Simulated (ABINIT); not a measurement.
Wanted: the native input for an ABINIT 10.8.3 (patched build) run.

```
Task                : single point
Functional          : PBEsol
Potentials or basis : JTH PAW PBE v2.0
Cutoff              : 544 eV
k mesh              : 10 × 10 × 6
Occupations         : fermi-dirac, width 0.05 eV
Spin                : no spin polarisation
Fine-grid cutoff    : 1088.46 eV
```

The system is Ag.

```
Ag
1.0
     2.93000    0.00000    0.00000
    -1.46500    2.53745    0.00000
     0.00000    0.00000    4.79000
Ag
2
Cartesian
  1.4650 0.8458 3.5925
  0.0000 1.6916 1.1975
```

This isn't the form of Ag at room conditions, which is fcc.

These files were run (other wordings do the same):

run.abi

```
# Pseudopotentials
pp_dirpath "./"
pseudos "Ag.GGA_PBE-JTH.xml"

# Structure
acell 3*1.0 Angstrom
rprim
     2.9300000000     0.0000000000     0.0000000000
    -1.4650000000     2.5374544331     0.0000000000
     0.0000000000     0.0000000000     4.7900000000
ntypat 1
znucl 47
natom 2
typat 1 1
xred
     0.6666666667     0.3333333333     0.7500000000
     0.3333333333     0.6666666667     0.2500000000

# Plane-wave basis
ecut 20.0
pawecutdg 40.0
pawxcdev 0

# k points
kptopt 1
ngkpt 10 10 6
nshiftk 1
shiftk 0.0 0.0 0.0

# Exchange and correlation
ixc -116133

# Bands and occupations
nband 15
occopt 3
tsmear 0.05 eV

# SCF cycle
nstep 100
tolvrs 1.0e-9

# Output
iomode 3
prtwf 0
prtden 0
prteig 0
prtebands 0
enunit 1
```

Potentials or basis: JTH PAW PBE v2.0.

Launch:

```sh
$ abinit run.abi > log 2>&1
```

It gave:

| Item | Value |
| --- | --- |
| Pressure | -6.0 GPa |
| Band gap on the k mesh | none (metal or under the smearing width) |
| Valence electrons inside the program's atomic spheres | Ag 9.76 (radii [1.331] Å) |

Caveat: the PAW data sets were made with another functional, which shifts forces and pressure a little.

Run time: 25 s on 1 thread of Arm Neoverse V1, on a shared host, peak memory 0.12 GiB.
